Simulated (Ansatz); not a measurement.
The system is Li2O.

```
CELL_PARAMETERS angstrom
0.00000 2.32685 2.32685
2.32685 0.00000 2.32685
2.32685 2.32685 0.00000
ATOMIC_POSITIONS crystal
O 0.00000 0.00000 0.00000
Li 0.25000 0.25000 0.25000
Li 0.75000 0.75000 0.75000
```

The cell comes from a database or a generator and needn't be the stable form of this composition.

Base run:

```yaml
Program: Ansatz 0.2.0
Functional: LDA
Potentials_or_basis: Ansatz PAW
Cutoff: "420 eV (not typed: the program's choice for these potentials)"
k_mesh: 10 × 10 × 10
Occupations: fermi-dirac, width 0.05 eV
Spin: no spin polarisation
```

Its results: band gap on the k mesh 4.77 eV, indirect (least direct gap 5.08 eV); pressure -8.0 GPa.

Task: The run is repeated on the same cell with these changes: functional from LDA to PBEsol. What comes out?

Result: Band gap on the k mesh 4.79 eV, indirect (least direct gap 5.00 eV); pressure -3.6 GPa.

PBEsol binds less tightly than LDA, so the same cell stands under more pressure.

Caveats: the PAW data sets come from PBE, with cores solved anew for the run's functional, which leaves a small shift of forces and pressure.
